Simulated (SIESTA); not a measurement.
Crystal: Pb.

```
Pb
1.0
     0.00000    2.47502    2.47502
     2.47502    0.00000    2.47502
     2.47502    2.47502    0.00000
Pb
1
Direct
  0.00000 0.00000 0.00000
```

Base run:

```yaml
Program: SIESTA 5.4.2
Functional: PBE
Potentials_or_basis: PseudoDojo 0.4 standard (PBE files)
Basis: SZ (energy shift 0.003 Ry)
Grid_cutoff: 500 Ry
Energy_shift: 0.003 Ry
k_mesh: 9 × 9 × 9
Occupations: fermi-dirac, width 0.05 eV
Spin: no spin polarisation
```

Its results: band gap on the k mesh none (metal or under the smearing width); pressure 6.1 GPa.

Question: After a change of settings the same cell gave: band gap on the k mesh none (metal or under the smearing width); pressure 3.8 GPa. Which change was it?
A. basis from SZ (energy shift 0.003 Ry) to TZP (energy shift 0.003 Ry; two zetas on semicore shells)
B. basis from SZ (energy shift 0.003 Ry) to SZ (energy shift 0.01 Ry); energy shift from 0.003 Ry to 0.01 Ry
C. basis from SZ (energy shift 0.003 Ry) to TZDP (energy shift 0.003 Ry; two zetas on semicore shells)
D. functional from PBE to BLYP; basis from SZ (energy shift 0.003 Ry) to DZP (energy shift 0.003 Ry; two zetas on semicore shells)

Answer: B.

Caveats: the basis has no polarisation orbitals; spin-orbit coupling is left out, which moves the levels of the heavy elements; the basis of atomic orbitals isn't converged, which shifts pressures, moduli and gaps.
